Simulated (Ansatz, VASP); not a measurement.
# One calculation of AlN, two programs

POSCAR

```
AlN
1.0
    0.0000000000      2.0208631053      2.0208631053
    2.0208631053      0.0000000000      2.0208631053
    2.0208631053      2.0208631053      0.0000000000
Al N
1 1
Direct
    0.5000000000      0.5000000000      0.5000000000
    0.0000000000      0.0000000000      0.0000000000
```

Contents of INCAR.step1:

```
SYSTEM = AlN
  ALGO = Normal
  EDIFF = 1E-4
  ENCUT = 520
  GGA = PE
  ISMEAR = -1
  LASPH = .TRUE.
  LCHARG = .FALSE.
  LREAL = .FALSE.
  LWAVE = .TRUE.
  NBANDS = 11
  NELM = 100
  PREC = Accurate
  SIGMA = 0.05
```

File INCAR.step2:

```
SYSTEM = AlN
  ALGO = Normal
  EDIFF = 1E-6
  ENCUT = 520
  ISIF = 2
  ISMEAR = -1
  ISTART = 1
  LASPH = .TRUE.
  LCHARG = .FALSE.
  LMIXTAU = .TRUE.
  LREAL = .FALSE.
  LWAVE = .FALSE.
  METAGGA = R2SCAN
  NBANDS = 11
  NELM = 100
  PREC = Accurate
  SIGMA = 0.05
```

File KPOINTS:

```
k-points
0
G
  11 11 11
  0 0 0
```

File input.yaml:

```yaml
crystal:
  lattice:
    - [0.0, 2.0208631053, 2.0208631053]
    - [2.0208631053, 0.0, 2.0208631053]
    - [2.0208631053, 2.0208631053, 0.0]
  atoms:
    - { symbol: Al, position: [0.5, 0.5, 0.5] }
    - { symbol: "N", position: [0.0, 0.0, 0.0] }
hamiltonian:
  xc: r2scan
  pseudopotentials: { kind: paw }
kpoints:
  mp_grid: { grid: [11, 11, 11] }
scf:
  occupations: { method: fermi_dirac, width: 0.05 }
output:
  forces: true
  stress: true
  eigenvalues: true
  write_density: true
  write_potential: true
  elf: true
  volumetric_format: npy
```

Measurements of this composition are mostly on another form, of space group No. 186.

Alike in both runs: task single point; functional r2SCAN; k mesh 11 × 11 × 11; occupations fermi-dirac, width 0.05 eV; no spin polarisation.

|  | VASP | Ansatz |
| --- | --- | --- |
| version | VASP 6.6.1 | Ansatz 0.2.0 |
| potentials or method | VASP PAW PBE potentials, release 64 (Al, N) | Ansatz PAW |
| plane-wave cutoff (eV) | 520 | 500 |
| valence electrons in the cell | 8 | 8 |

```tsv
	VASP	Ansatz	Ansatz less VASP
gap on the k mesh at the Fermi level (eV)	5.63	5.62	-0.005
least direct gap on the mesh (eV)	6.53	6.49	-0.049
pressure (GPa)	-1.6	-0.8	+0.80
```

Caveats: the PAW data sets were made with another functional, which shifts forces and pressure a little (VASP); an odd mesh through Γ misses points on the zone boundary, where band edges often lie (VASP); odd divisions of the mesh miss points on the zone boundary, where band edges often lie, so the gap on the mesh can be too wide (Ansatz); the PAW data sets come from PBE, with cores solved anew for the run's functional, which leaves a small shift of forces and pressure (Ansatz). r2SCAN opens gaps a little over a GGA but as a rule still falls short of measured ones.
